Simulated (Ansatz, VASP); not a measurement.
# Cu in VASP and in Ansatz

INCAR

```
ALGO     = Normal         # electronic algorithm
EDIFF    = 1E-6           # SCF threshold, eV
ENCUT    = 520            # plane-wave cutoff, eV
GGA      = PE             # functional
ISIF     = 2              # what is computed and relaxed
ISMEAR   = 0              # smearing method
LASPH    = T              # aspherical terms in the spheres
LCHARG   = T              # write CHGCAR
LELF     = T              # ELF
LREAL    = F              # projectors in reciprocal space
LVHAR    = T            
LWAVE    = F              # write WAVECAR
NBANDS   = 12             # bands
NELM     = 60             # most SCF steps
PREC     = Accurate       # precision mode
SIGMA    = 0.03           # smearing width, eV
```

KPOINTS

```
k-points
0
Gamma
  15 15 15
```

POSCAR

```
Cu
1.0
    0.0000000000      1.8145751207      1.8145751207
    1.8145751207      0.0000000000      1.8145751207
    1.8145751207      1.8145751207      0.0000000000
Cu
1
Direct
    0.0000000000      0.0000000000      0.0000000000
```

Input for Ansatz:

```yaml
crystal:
  lattice:
    - [0.0, 1.8145751207, 1.8145751207]
    - [1.8145751207, 0.0, 1.8145751207]
    - [1.8145751207, 1.8145751207, 0.0]
  atoms:
    - { symbol: Cu, position: [0.0, 0.0, 0.0] }
hamiltonian:
  xc: pbe
  pseudopotentials:
    kind: paw
    azcp:
      Cu: "pseudopotentials/Cu.paw.azcp"
basis:
  ecutwfc: 420
  fft_grid_basis: typed
kpoints:
  mp_grid: { grid: [15, 15, 15], shift: [0, 0, 0] }
magnetization:
  spin_polarized: false
scf:
  occupations: { method: gaussian, width: 0.03 }
  lower_state_search: "off"
output:
  stress: true
```

Alike in both runs: task single point; functional PBE; k mesh 15 × 15 × 15; occupations gaussian, width 0.03 eV; no spin polarisation.

|  | VASP | Ansatz |
| --- | --- | --- |
| version | VASP 6.6.1 | Ansatz 0.2.0 |
| potentials or method | VASP PAW PBE potentials, release 64 (Cu) | plane waves (420 eV) with PAW, scalar-relativistic |
| plane-wave cutoff (eV) | 520 | 420 |
| valence electrons in the cell | 11 | 19 |

VASP gave:

| Quantity | Value |
| --- | --- |
| pressure (GPa) | 0.4 |

What did Ansatz give for the same quantities?

Pressure (GPa): -0.2.

The two sets of potentials don't hold the same shells in valence.
